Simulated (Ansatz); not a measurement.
# CdS: deformation potentials from a series

```
CELL_PARAMETERS angstrom
4.13480 0.00000 0.00000
-2.06740 3.58084 0.00000
0.00000 0.00000 6.74900
ATOMIC_POSITIONS crystal
Cd 0.33333 0.66667 0.00000
Cd 0.66667 0.33333 0.50000
S 0.33333 0.66667 0.38500
S 0.66667 0.33333 0.88500
```

Atom numbers follow the list: Cd1, Cd2, S3, S4.

The cell comes from COD entry 9008862, which wasn't checked; take it as a given geometry. It differs from other determinations.

All numbers below come from DFT, LDA, all-electron LAPW, scalar-relativistic (Ansatz 0.2.0).

Numerical set-up: a Γ-centred 8×8×4 k mesh, Fermi–Dirac smearing of 0.02 eV, basis error target 1 meV/atom, no spin polarisation.

The cell is scaled evenly. Fractional coordinates are held (clamped ions).

Only quantities that a quadratic follows smoothly over the whole series are listed; rougher ones are left out.

| ln(V/Vcell) | direct gap at Γ (eV) | smallest gap on mesh and path (eV) |
| --- | --- | --- |
| -0.0619 | 1.077 | 1.077 |
| -0.0408 | 1.032 | 1.032 |
| -0.0202 | 0.987 | 0.987 |
| -0.0101 | 0.965 | 0.965 |
| 0.0000 | 0.943 | 0.943 |
| 0.0100 | 0.921 | 0.921 |
| 0.0198 | 0.899 | 0.899 |
| 0.0583 | 0.813 | 0.813 |

**Question.** Fit the series and give the slopes at zero strain.

**Answer.** Least-squares fits y = p0 + p1 x + p2 x² to the rows give direct gap at Γ (eV): p1 = -2.2, p2 = -0.51; smallest gap on mesh and path (eV): p1 = -2.2, p2 = -0.51. So dEg/dln V = -2.2 eV for the direct gap at Γ, the fundamental gap of this crystal. Semilocal gaps are too small, but their slopes carry over better.

**Question.** One run, at ln(V/Vcell) = 0.0392, is withheld. Predict its row.

**Answer.** The fits give 0.856, 0.856; the run gave 0.856, 0.856.
